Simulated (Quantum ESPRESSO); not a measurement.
# C (Fd-3m) in Quantum ESPRESSO: settings compared

Aim: see how the results for C move with the level of theory and the settings. Levels: AM05, r2SCAN, SCAN, TPSS, revPBE, EV93PW91. Tasks: band structure.

Everything below comes from runs of Quantum ESPRESSO 7.5. Logs are shortened: lines on timing, memory, paths and dates and some standing lists are left out, and cuts for length are marked.

## 1. Starting point

It takes space group Fd-3m (No. 227, cubic). Conventional cell: a = 3.567 Å, b = 3.567 Å, c = 3.567 Å, α = 90.00°, β = 90.00°, γ = 90.00°. Around C (site symmetry -43m) lie 4 C at 1.54 Å.

This isn't the form of C at room conditions, which is graphite.

## 2. Band structure, AM05

pw.in reads:

```
&CONTROL
  calculation = 'scf'
  prefix = 'pwscf'
  outdir = './tmp'
  pseudo_dir = './pseudo'
  tprnfor = .true.
  tstress = .true.
  disk_io = 'low'
/
&SYSTEM
  ibrav = 0
  nat = 2
  ntyp = 1
  ecutwfc = 88
  nbnd = 9
  input_dft = 'XC-000I-000I-120L-135L-000I-000I'
  occupations = 'smearing'
  smearing = 'fd'
  degauss = 0.00367493
/
&ELECTRONS
  conv_thr = 4d-10
  electron_maxstep = 120
  mixing_beta = 0.5
/
ATOMIC_SPECIES
C     12.0110 C_ONCV_PBE-1.2.upf
CELL_PARAMETERS angstrom
   0.0000000000    1.7833700000    1.7833700000
   1.7833700000    0.0000000000    1.7833700000
   1.7833700000    1.7833700000    0.0000000000
ATOMIC_POSITIONS crystal
C      0.7500000000    0.7500000000    0.7500000000
C      0.5000000000    0.5000000000    0.5000000000
K_POINTS automatic
13 13 13 0 0 0
```

bands.in reads:

```
&CONTROL
  calculation = 'bands'
  prefix = 'pwscf'
  outdir = './tmp'
  pseudo_dir = './pseudo'
  disk_io = 'low'
  verbosity = 'high'
/
&SYSTEM
  ibrav = 0
  nat = 2
  ntyp = 1
  ecutwfc = 88
  nbnd = 9
  input_dft = 'XC-000I-000I-120L-135L-000I-000I'
  occupations = 'smearing'
  smearing = 'fd'
  degauss = 0.00367493
/
&ELECTRONS
  conv_thr = 1d-08
  electron_maxstep = 120
  mixing_beta = 0.5
  diago_full_acc = .true.
  startingwfc = 'random'
/
ATOMIC_SPECIES
C     12.0110 C_ONCV_PBE-1.2.upf
CELL_PARAMETERS angstrom
   0.0000000000    1.7833700000    1.7833700000
   1.7833700000    0.0000000000    1.7833700000
   1.7833700000    1.7833700000    0.0000000000
ATOMIC_POSITIONS crystal
C      0.7500000000    0.7500000000    0.7500000000
C      0.5000000000    0.5000000000    0.5000000000
K_POINTS crystal
60
 0.0000000000  0.0000000000  0.0000000000 1
 0.0625000000  0.0000000000  0.0625000000 1
 0.1250000000  0.0000000000  0.1250000000 1
 0.1875000000  0.0000000000  0.1875000000 1
 0.2500000000  0.0000000000  0.2500000000 1
 0.3125000000  0.0000000000  0.3125000000 1
 0.3750000000  0.0000000000  0.3750000000 1
 0.4375000000  0.0000000000  0.4375000000 1
 0.5000000000  0.0000000000  0.5000000000 1
 0.5000000000  0.0625000000  0.5625000000 1
 0.5000000000  0.1250000000  0.6250000000 1
 0.5000000000  0.1875000000  0.6875000000 1
 0.5000000000  0.2500000000  0.7500000000 1
 0.4375000000  0.3125000000  0.7500000000 1
 0.3750000000  0.3750000000  0.7500000000 1
 0.3375000000  0.3375000000  0.6750000000 1
 0.3000000000  0.3000000000  0.6000000000 1
 0.2625000000  0.2625000000  0.5250000000 1
 0.2250000000  0.2250000000  0.4500000000 1
 0.1875000000  0.1875000000  0.3750000000 1
 0.1500000000  0.1500000000  0.3000000000 1
 0.1125000000  0.1125000000  0.2250000000 1
 0.0750000000  0.0750000000  0.1500000000 1
 0.0375000000  0.0375000000  0.0750000000 1
 0.0000000000  0.0000000000  0.0000000000 1
 0.0625000000  0.0625000000  0.0625000000 1
 0.1250000000  0.1250000000  0.1250000000 1
 0.1875000000  0.1875000000  0.1875000000 1
 0.2500000000  0.2500000000  0.2500000000 1
 0.3125000000  0.3125000000  0.3125000000 1
 0.3750000000  0.3750000000  0.3750000000 1
 0.4375000000  0.4375000000  0.4375000000 1
 0.5000000000  0.5000000000  0.5000000000 1
 0.5250000000  0.4500000000  0.5250000000 1
 0.5500000000  0.4000000000  0.5500000000 1
 0.5750000000  0.3500000000  0.5750000000 1
 0.6000000000  0.3000000000  0.6000000000 1
 0.6250000000  0.2500000000  0.6250000000 1
 0.5833333333  0.2500000000  0.6666666667 1
 0.5416666667  0.2500000000  0.7083333333 1
 0.5000000000  0.2500000000  0.7500000000 1
 0.5000000000  0.2857142857  0.7142857143 1
 0.5000000000  0.3214285714  0.6785714286 1
 0.5000000000  0.3571428571  0.6428571429 1
 0.5000000000  0.3928571429  0.6071428571 1
 0.5000000000  0.4285714286  0.5714285714 1
 0.5000000000  0.4642857143  0.5357142857 1
 0.5000000000  0.5000000000  0.5000000000 1
 0.4821428571  0.4821428571  0.5357142857 1
 0.4642857143  0.4642857143  0.5714285714 1
 0.4464285714  0.4464285714  0.6071428571 1
 0.4285714286  0.4285714286  0.6428571429 1
 0.4107142857  0.4107142857  0.6785714286 1
 0.3928571429  0.3928571429  0.7142857143 1
 0.3750000000  0.3750000000  0.7500000000 1
 0.6250000000  0.2500000000  0.6250000000 1
 0.5937500000  0.1875000000  0.5937500000 1
 0.5625000000  0.1250000000  0.5625000000 1
 0.5312500000  0.0625000000  0.5312500000 1
 0.5000000000  0.0000000000  0.5000000000 1
```

Potentials or basis: SG15 PBE 1.2.

Command:

```sh
OMP_NUM_THREADS=1 pw.x -in pw.in > pw.out
OMP_NUM_THREADS=1 pw.x -in bands.in > bands.out
```

pw.out:

```text
This program is part of the open-source Quantum ESPRESSO suite
     for quantum simulation of materials; please cite
         "P. Giannozzi et al., J. Phys.:Condens. Matter 21 395502 (2009);
         "P. Giannozzi et al., J. Phys.:Condens. Matter 29 465901 (2017);
         "P. Giannozzi et al., J. Chem. Phys. 152 154105 (2020);
     in publications or presentations arising from this work. More details at

     IMPORTANT: XC functional enforced from input :
     Exchange-correlation= XC-000I-000I-120L-135L-000I-000I
                           (   0   0 120 135   0   0   0)
     Any further DFT definition will be discarded
     Please, verify this is what you really want

     Message from routine setup:
     using ibrav=0 with symmetry is DISCOURAGED, use correct ibrav instead

     G-vector sticks info
     --------------------
     sticks:   dense  smooth     PW     G-vecs:    dense   smooth      PW
     Sum         559     559    169                 8609     8609    1471

     Using Slab Decomposition

     bravais-lattice index     =            0
     lattice parameter (alat)  =       4.7660  a.u.
     unit-cell volume          =      76.5510 (a.u.)^3
     number of atoms/cell      =            2
     number of atomic types    =            1
     number of electrons       =         8.00
     number of Kohn-Sham states=            9
     kinetic-energy cutoff     =      88.0000  Ry
     charge density cutoff     =     352.0000  Ry
     scf convergence threshold =      4.0E-10
     mixing beta               =       0.5000
     number of iterations used =            8  plain     mixing
     Exchange-correlation= XC-000I-000I-120L-135L-000I-000I
                           (   0   0 120 135   0   0   0)

     celldm(1)=   4.766014  celldm(2)=   0.000000  celldm(3)=   0.000000
     celldm(4)=   0.000000  celldm(5)=   0.000000  celldm(6)=   0.000000

     crystal axes: (cart. coord. in units of alat)
               a(1) = (   0.000000   0.707107   0.707107 )
               a(2) = (   0.707107   0.000000   0.707107 )
               a(3) = (   0.707107   0.707107   0.000000 )

     reciprocal axes: (cart. coord. in units 2 pi/alat)
               b(1) = ( -0.707107  0.707107  0.707107 )
               b(2) = (  0.707107 -0.707107  0.707107 )
               b(3) = (  0.707107  0.707107 -0.707107 )

     PseudoPot. # 1 for C  read from file:
     C_ONCV_PBE-1.2.upf
     Pseudo is Norm-conserving, Zval =  4.0
     Generated using ONCVPSP code by D. R. Hamann
     Using radial grid of  602 points,  4 beta functions with:
                l(1) =   0
                l(2) =   0
                l(3) =   1
                l(4) =   1

     atomic species   valence    mass     pseudopotential
     C                 4.00    12.01100     C ( 1.00)

     48 Sym. Ops., with inversion, found (24 have fractional translation)

   Cartesian axes

     site n.     atom                  positions (alat units)
         1        C      tau(   1) = (   1.0606602   1.0606602   1.0606602  )
         2        C      tau(   2) = (   0.7071068   0.7071068   0.7071068  )

     number of k points=    84  Fermi-Dirac smearing, width (Ry)=  0.0037
                       cart. coord. in units 2pi/alat
        k(    1) = (   0.0000000   0.0000000   0.0000000), wk =   0.0009103
        k(    2) = (   0.0543928   0.0543928  -0.0543928), wk =   0.0072827
        k(    3) = (   0.1087857   0.1087857  -0.1087857), wk =   0.0072827
        k(    4) = (   0.1631785   0.1631785  -0.1631785), wk =   0.0072827
        k(    5) = (   0.2175713   0.2175713  -0.2175713), wk =   0.0072827
        k(    6) = (   0.2719641   0.2719641  -0.2719641), wk =   0.0072827
[... 76 lines left out ...]
        k(   83) = (   0.0000000  -0.4351426   0.6527140), wk =   0.0218480
        k(   84) = (  -0.0543928  -0.3807498   0.7071068), wk =   0.0218480

     Dense  grid:     8609 G-vectors     FFT dimensions: (  32,  32,  32)

     WARNING: libxc functional with ID  120 depends
      on external parameters: check the user_guide of
      QE if you need to modify them or to check their
      default values.

     WARNING: libxc functional with ID  135 depends
      on external parameters: check the user_guide of
      QE if you need to modify them or to check their
      default values.

     Initial potential from superposition of free atoms

     starting charge       7.9861, renormalised to       8.0000
     Starting wfcs are random

     Self-consistent Calculation

     iteration #  1     ecut=    88.00 Ry     beta= 0.50
     Davidson diagonalization with overlap
     ethr =  1.00E-02,  avg # of iterations =  8.3

     total energy              =     -22.71320201 Ry
     estimated scf accuracy    <       0.10386217 Ry

     iteration #  2     ecut=    88.00 Ry     beta= 0.50
     Davidson diagonalization with overlap
     ethr =  1.30E-03,  avg # of iterations =  1.0

     total energy              =     -22.71231061 Ry
     estimated scf accuracy    <       0.01473479 Ry

     iteration #  3     ecut=    88.00 Ry     beta= 0.50
     Davidson diagonalization with overlap
     ethr =  1.84E-04,  avg # of iterations =  2.2

     total energy              =     -22.71367583 Ry
     estimated scf accuracy    <       0.00010674 Ry

     iteration #  4     ecut=    88.00 Ry     beta= 0.50
     Davidson diagonalization with overlap
     ethr =  1.33E-06,  avg # of iterations =  6.1

     total energy              =     -22.71370397 Ry
     estimated scf accuracy    <       0.00000420 Ry

     iteration #  5     ecut=    88.00 Ry     beta= 0.50
     Davidson diagonalization with overlap
     ethr =  5.25E-08,  avg # of iterations =  1.8

     total energy              =     -22.71370460 Ry
     estimated scf accuracy    <       0.00000026 Ry

     iteration #  6     ecut=    88.00 Ry     beta= 0.50
     Davidson diagonalization with overlap
     ethr =  3.25E-09,  avg # of iterations =  1.7

     total energy              =     -22.71370463 Ry
     estimated scf accuracy    <       0.00000003 Ry

     iteration #  7     ecut=    88.00 Ry     beta= 0.50
     Davidson diagonalization with overlap
     ethr =  3.15E-10,  avg # of iterations =  1.3

     End of self-consistent calculation

          k = 0.0000 0.0000 0.0000 (  1067 PWs)   bands (ev):

    -8.1573  13.4162  13.4162  13.4162  18.9230  18.9230  18.9230  26.7322
    32.3902

          k = 0.0544 0.0544-0.0544 (  1049 PWs)   bands (ev):

    -7.9929  12.3361  13.1327  13.1327  19.2924  19.2924  19.5610  26.8664
    32.6705

          k = 0.1088 0.1088-0.1088 (  1058 PWs)   bands (ev):

    -7.5012  10.0475  12.4963  12.4963  20.1251  20.1251  20.5949  27.2534
    33.2942

          k = 0.1632 0.1632-0.1632 (  1071 PWs)   bands (ev):

    -6.6877   7.4300  11.8097  11.8097  20.9599  20.9599  21.3631  27.8117
    33.7702

          k = 0.2176 0.2176-0.2176 (  1071 PWs)   bands (ev):

    -5.5655   4.8136  11.2311  11.2311  21.5017  21.5017  21.8311  28.3664
    34.0026

          k = 0.2720 0.2720-0.2720 (  1059 PWs)   bands (ev):

    -4.1702   2.3694  10.8257  10.8257  21.7223  21.7223  22.0916  28.7336
    34.3888

          k = 0.3264 0.3264-0.3264 (  1068 PWs)   bands (ev):

    -2.6908   0.3518  10.6188  10.6188  21.7698  21.7698  22.2089  28.8779
    34.9460

          k = 0.1088-0.0000 0.0000 (  1058 PWs)   bands (ev):

    -7.9381  12.6056  12.6056  12.8904  18.7486  19.9197  19.9197  26.8365
    32.7746

          k = 0.1632 0.0544-0.0544 (  1048 PWs)   bands (ev):

    -7.5555  10.8221  11.8657  12.6020  18.9985  20.8944  20.9266  26.9130
    33.3214

          k = 0.2176 0.1088-0.1088 (  1059 PWs)   bands (ev):

    -6.8494   8.3501  11.1689  12.0095  19.7685  21.7833  21.8112  27.0887
    33.8205

          k = 0.2720 0.1632-0.1632 (  1071 PWs)   bands (ev):

    -5.8296   5.7573  10.6381  11.3132  20.5335  22.3243  22.3829  27.4598
    34.1361

          k = 0.3264 0.2176-0.2176 (  1065 PWs)   bands (ev):

    -4.5209   3.2652  10.3242  10.6838  21.0244  22.5422  22.6222  28.0756
    34.1808

          k = 0.3807 0.2720-0.2720 (  1070 PWs)   bands (ev):

    -3.0213   1.0640  10.2024  10.2425  21.3096  22.4276  22.7586  28.6686
    34.3327

          k =-0.2720-0.3807 0.3807 (  1072 PWs)   bands (ev):

    -2.2422   0.1075   9.9115  10.3895  21.5517  22.2022  22.7760  28.9137
    34.4434
[... 303 lines left out ...]
    -3.8840   5.3240   6.5271   9.1756  20.6104  23.3818  24.6958  26.7749
    34.3363

          k =-0.2176-0.4351 0.6527 (  1062 PWs)   bands (ev):

    -2.5367   3.5653   6.0086   8.3962  21.5812  23.1288  25.3262  27.6907
    32.9263

          k =-0.1632-0.3807 0.5983 (  1069 PWs)   bands (ev):

    -1.1352   1.7938   5.9615   7.8858  21.8425  23.1654  26.6623  27.8230
    31.4368

          k =-0.1632-0.4895 0.7071 (  1067 PWs)   bands (ev):

    -2.0649   3.9313   5.8019   7.2082  20.5632  22.4255  25.7450  28.6302
    34.0583

          k =-0.1088-0.4351 0.6527 (  1075 PWs)   bands (ev):

    -0.6668   2.6303   5.0970   6.6937  21.4419  23.6242  25.5252  28.3801
    32.9039

          k =-0.0544-0.3807 0.5983 (  1072 PWs)   bands (ev):

    -0.0050   2.0012   4.5923   6.8652  21.8540  24.4328  26.4601  26.9469
    32.1338

          k = 0.0000-0.3264 0.5439 (  1070 PWs)   bands (ev):

    -1.1848   3.0917   4.6354   7.5080  22.3605  23.3890  25.7260  28.1085
    31.8495

          k =-0.0544-0.4895 0.7071 (  1078 PWs)   bands (ev):

     0.0147   2.1421   5.5561   5.9410  20.8011  21.4077  27.4440  28.7823
    34.5489

          k = 0.0000-0.4351 0.6527 (  1071 PWs)   bands (ev):

     0.9273   1.5725   4.5337   6.1245  21.3973  23.5112  26.8066  27.3742
    33.6663

          k =-0.0544-0.3807 0.7071 (  1061 PWs)   bands (ev):

     0.6050   2.0620   4.6533   5.6421  23.4375  23.5624  25.4549  26.7340
    33.6511

     the Fermi energy is    15.4219 ev

!    total energy              =     -22.71370463 Ry
     estimated scf accuracy    <          1.1E-10 Ry
     smearing contrib. (-TS)   =       0.00000000 Ry
     internal energy E=F+TS    =     -22.71370463 Ry

     The total energy is F=E-TS. E is the sum of the following terms:
     one-electron contribution =       7.99463799 Ry
     hartree contribution      =       1.89215729 Ry
     xc contribution           =      -7.02581141 Ry
     ewald contribution        =     -25.57468850 Ry

     convergence has been achieved in   7 iterations

     Forces acting on atoms (cartesian axes, Ry/au):

     atom    1 type  1   force =     0.00000000    0.00000000    0.00000000
     atom    2 type  1   force =     0.00000000    0.00000000    0.00000000

     Total force =     0.000000     Total SCF correction =     0.000000

     Computing stress (Cartesian axis) and pressure

          total   stress  (Ry/bohr**3)                   (kbar)     P=      -31.64
  -0.00021509  -0.00000000   0.00000000          -31.64       -0.00        0.00
  -0.00000000  -0.00021509  -0.00000000           -0.00      -31.64       -0.00
   0.00000000  -0.00000000  -0.00021509            0.00       -0.00      -31.64

=------------------------------------------------------------------------------=
   JOB DONE.
=------------------------------------------------------------------------------=
```

It took 13 s on 1 thread of Arm Neoverse V1, shared host; peak memory 0.09 GiB.

Results:

- Free energy: -309.0357 eV
- Pressure: -3.2 GPa
- Band gap on the k mesh: 3.99 eV, indirect (least direct gap 5.51 eV)
- Band gap along the path: 3.98 eV, indirect (least direct gap 5.51 eV)

Levels at the corners of the path, in eV from the valence-band top:
```tsv
point	band 1	band 2	band 3	band 4	band 5	band 6	band 7	band 8
Γ	-21.57	0.00	0.00	0.00	5.51	5.51	5.51	13.32
X	-12.82	-12.82	-6.36	-6.36	4.58	4.58	16.75	16.75
W	-12.00	-12.00	-8.44	-8.44	10.46	10.46	12.27	12.27
K	-13.00	-11.78	-9.45	-5.42	5.51	10.62	14.30	15.57
Γ	-21.57	0.00	0.00	0.00	5.51	5.51	5.51	13.32
L	-15.74	-13.50	-2.82	-2.82	8.36	8.36	8.81	15.48
U	-13.00	-11.78	-9.45	-5.42	5.51	10.62	14.30	15.57
W	-12.00	-12.00	-8.44	-8.44	10.46	10.46	12.27	12.27
L	-15.74	-13.50	-2.82	-2.82	8.36	8.36	8.81	15.48
K	-13.00	-11.78	-9.45	-5.42	5.51	10.62	14.30	15.57
U	-13.00	-11.78	-9.45	-5.42	5.51	10.62	14.30	15.57
X	-12.82	-12.82	-6.36	-6.36	4.58	4.58	16.75	16.75
```

Caveat: the potentials were made for another functional, which shifts forces and pressure.

## 3. Band structure, r2SCAN

pw.in: that of step 2 with these lines changed.

```diff
@@ -15,3 +15,3 @@
   nbnd = 9
-  input_dft = 'XC-000I-000I-120L-135L-000I-000I'
+  input_dft = 'r2scan'
   occupations = 'smearing'
@@ -19,5 +19,6 @@
   degauss = 0.00367493
+  nosym = .true.
 /
 &ELECTRONS
-  conv_thr = 4d-10
+  conv_thr = 1d-08
   electron_maxstep = 120
@@ -35,2 +36,2 @@
 K_POINTS automatic
-13 13 13 0 0 0
+10 10 10 0 0 0
```

bands.in: that of step 2 with these lines changed.

```diff
@@ -14,3 +14,3 @@
   nbnd = 9
-  input_dft = 'XC-000I-000I-120L-135L-000I-000I'
+  input_dft = 'r2scan'
   occupations = 'smearing'
@@ -18,2 +18,3 @@
   degauss = 0.00367493
+  nosym = .true.
 /
```

Potentials or basis: SG15 PBE 1.2.

Command:

```sh
OMP_NUM_THREADS=1 pw.x -in pw.in > pw.out
OMP_NUM_THREADS=1 pw.x -in bands.in > bands.out
```

It took 4.1 min on 1 thread of Arm Neoverse V1, shared host; peak memory 0.11 GiB.

It converged, with:

* Free energy: -309.5390 eV
* Pressure: -2.4 GPa
* Band gap on the k mesh: 4.30 eV, indirect (least direct gap 5.85 eV)
* Band gap along the path: 4.26 eV, indirect (least direct gap 5.85 eV)

Levels at the corners of the path, in eV from the valence-band top:
```tsv
point	band 1	band 2	band 3	band 4	band 5	band 6	band 7	band 8	band 9
Γ	-22.82	0.00	0.00	0.00	5.85	5.85	5.85	13.43	20.23
X	-13.70	-13.70	-6.67	-6.67	4.93	4.93	17.90	17.90	24.59
W	-12.94	-12.94	-8.72	-8.72	11.28	11.28	12.81	12.81	22.63
K	-14.02	-12.60	-9.75	-5.68	5.90	11.27	15.24	16.48	19.73
Γ	-22.82	0.00	0.00	0.00	5.85	5.85	5.85	13.43	20.23
L	-16.89	-14.10	-2.98	-2.98	8.89	8.90	8.90	16.71	23.20
U	-14.02	-12.60	-9.75	-5.68	5.90	11.27	15.24	16.48	19.73
W	-12.94	-12.94	-8.72	-8.72	11.28	11.28	12.81	12.81	22.63
L	-16.89	-14.10	-2.98	-2.98	8.89	8.90	8.90	16.71	23.20
K	-14.02	-12.60	-9.75	-5.68	5.90	11.27	15.24	16.48	19.73
U	-14.02	-12.60	-9.75	-5.68	5.90	11.27	15.24	16.48	19.73
X	-13.70	-13.70	-6.67	-6.67	4.93	4.93	17.90	17.90	24.59
```

Caveat: the potentials were made for another functional, which shifts forces and pressure.

(Continued in part 2 of 2.)
